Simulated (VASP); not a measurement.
A run of VASP 6.6.1:

INCAR

```
PREC = Accurate
ENCUT = 600
EDIFF = 1E-6
ISMEAR = -1
SIGMA = 0.05
LREAL = False
LASPH = True
NELM = 80
ALGO = Normal
ISIF = 3
LWAVE = False
LCHARG = False
GGA = CX
LUSE_VDW = True
AGGAC = 0.0
IBRION = 2
NSW = 60
EDIFFG = -0.01
```

KPOINTS

```
Automatic mesh
0
Gamma
  11 11 11
```

File POSCAR:

```
Mg
1.0
   -1.8359916300      1.8359916300      1.6794040200
    1.8359916300     -1.8359916300      1.6794040200
    1.8359916300      1.8359916300     -1.6794040200
Mg
1
Direct
    0.0000000000      0.0000000000      0.0000000000
```

Potentials or basis: VASP PAW PBE potentials, release 64 (Mg).

Launch:

```sh
$ cat potpaw_PBE.64/Mg/POTCAR > POTCAR
$ mpirun -np 1 vasp_std > vasp.out
```

Hardware: 1 thread of Intel(R) Xeon(R) 6975P-C (Granite Rapids) (shared host).

Q: How long does it take, and how much memory?

A: Run time: 2.2 min on 1 thread of Intel(R) Xeon(R) 6975P-C (Granite Rapids), with other jobs on the host, peak memory 0.34 GiB. Counts: scf iterations 39, k points 126, ion steps 11.
